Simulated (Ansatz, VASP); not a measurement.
Given: the input of a run of Ansatz 0.2.0 on FeO (Wuestite). 

input.yaml

```yaml
crystal:
  lattice:
    - [0.0, 2.1554, 2.1554]
    - [2.1554, 0.0, 2.1554]
    - [2.1554, 2.1554, 0.0]
  atoms:
    - { symbol: Fe, position: [0.0, 0.0, 0.0], spin: 3.0 }
    - { symbol: O, position: [0.5, 0.5, 0.5] }
hamiltonian:
  xc: pbe
  pseudopotentials: { kind: paw }
  dispersion: d4
magnetization:
  spin_polarized: true
kpoints:
  mp_grid: { grid: [8, 8, 8] }
scf:
  occupations: { method: fermi_dirac, width: 0.05 }
output:
  forces: true
  stress: true
  eigenvalues: true
relax:
  f_tol: 0.01
  max_steps: 40
  cell: { stress_tol: 0.05 }
```

Potentials or basis: Ansatz PAW.

Launch:

```bash
$ ansatz run input.yaml --threads 2 --pin off --max-ram 5632MiB --backend cpu --events-out ev --progress --plain --runs-dir out
```

What does the same run look like in VASP 6.6.1? Potentials or basis there: PBE PAW files Fe, O, 600 eV.

As run (cutoffs and basis follow the program's own potentials, and thresholds, step limits or extra output files can differ):

INCAR

```
  ALGO = Fast
  EDIFF = 1E-6
  EDIFFG = -0.005
  ENCUT = 600
  GGA = PE
  IBRION = 2
  ISIF = 3
  ISMEAR = -1
  ISPIN = 2
  IVDW = 13
  LASPH = True
  LCHARG = False
  LMAXMIX = 4
  LORBIT = 11
  LREAL = False
  LWAVE = False
  MAGMOM = 3 0
  NELM = 120
  NSW = 40
  PREC = Accurate
  SIGMA = 0.05
```

File KPOINTS:

```
k-points
0
Gamma
  8 8 8
```

POSCAR

```
FeO
1.0
    0.0000000000      2.1554000000      2.1554000000
    2.1554000000      0.0000000000      2.1554000000
    2.1554000000      2.1554000000      0.0000000000
Fe O
1 1
Direct
    0.0000000000      0.0000000000      0.0000000000
    0.5000000000      0.5000000000      0.5000000000
```

Potentials or basis: VASP PAW PBE potentials, release 64 (Fe, O).

Run with:

```bash
$ cat potpaw_PBE.64/Fe/POTCAR potpaw_PBE.64/O/POTCAR > POTCAR
$ mpirun -np 1 vasp_std > vasp.out
```

Both were run:

|  | Ansatz | VASP |
| --- | --- | --- |
| Relaxed volume | 9.84 Å³/atom | 9.84 Å³/atom |
| Relaxed cell | a = 3.030 Å, b = 3.030 Å, c = 3.030 Å, α = 60.00°, β = 60.00°, γ = 60.00° | a = 3.031 Å, b = 3.031 Å, c = 3.031 Å, α = 60.00°, β = 60.00°, γ = 60.00° |
| Space group after relaxing | Fm-3m (No. 225) | Fm-3m (No. 225) |
| Pressure after relaxing | 0.0 GPa | 0.0 GPa |
| Net moment | 4.00 μB per cell | 4.00 μB per cell |

Ansatz's pressure holds a Pulay term of +0.65 GPa for its cutoff of 420 eV, which the other run lacks.

The potentials hold 22 and 14 valence electrons a cell.

Where Ansatz's input types no cutoff or centring, it takes its own default and a Γ-centred mesh.

The magnetic state is the one that the start led to; the real crystal's order can differ.

Pressure is positive in compression.
